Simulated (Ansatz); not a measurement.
The system is Ti.

```
Ti
1.0
     2.95000    0.00000    0.00000
    -1.47500    2.55477    0.00000
     0.00000    0.00000    4.68000
Ti
2
Direct
  0.66667 0.33333 0.75000
  0.33333 0.66667 0.25000
```

- Program: Ansatz 0.2.0
- Task: relaxation of cell and atoms
- Functional: HSE03
- Potentials or basis: Ansatz PAW
- Cutoff: 420 eV (not typed: the program's choice for these potentials)
- k mesh: 5 × 5 × 3
- Occupations: fermi-dirac, width 0.05 eV
- Spin: no spin polarisation

At the start: volume 17.64 Å³/atom.

Q: How do energy, volume and symmetry change on relaxing?

A: It ends after 5 steps and the volume is 17.15 Å³/atom (-2.8 %); space group P6_3/mmc (No. 194, to 0.05 Å).

Step by step:
```
step  energy change (eV)  largest force (eV/Å)  volume (Å³)
   1              0.0000                0.0000        35.27
   2             -0.0157                0.0000        34.42
   3             -0.0164                0.0000        34.29
   4             -0.0164                0.0000        34.30
   5             -0.0161                0.0000        34.30
```

Final structure:
```
CELL_PARAMETERS angstrom
2.94774 0.00000 0.00000
-1.47387 2.55282 0.00000
0.00000 0.00000 4.55788
ATOMIC_POSITIONS crystal
Ti 0.66667 0.33333 0.75000
Ti 0.33333 0.66667 0.25000
```

Caveat: the k mesh is coarse (spacing up to 0.49 Å⁻¹), so the values aren't converged, least of all with exact exchange; the plane-wave basis is chosen anew once the cell has moved, so the energies of steps on either side of that aren't comparable; the PAW data sets come from PBE, with cores solved anew for the run's functional, which leaves a small shift of forces and pressure.
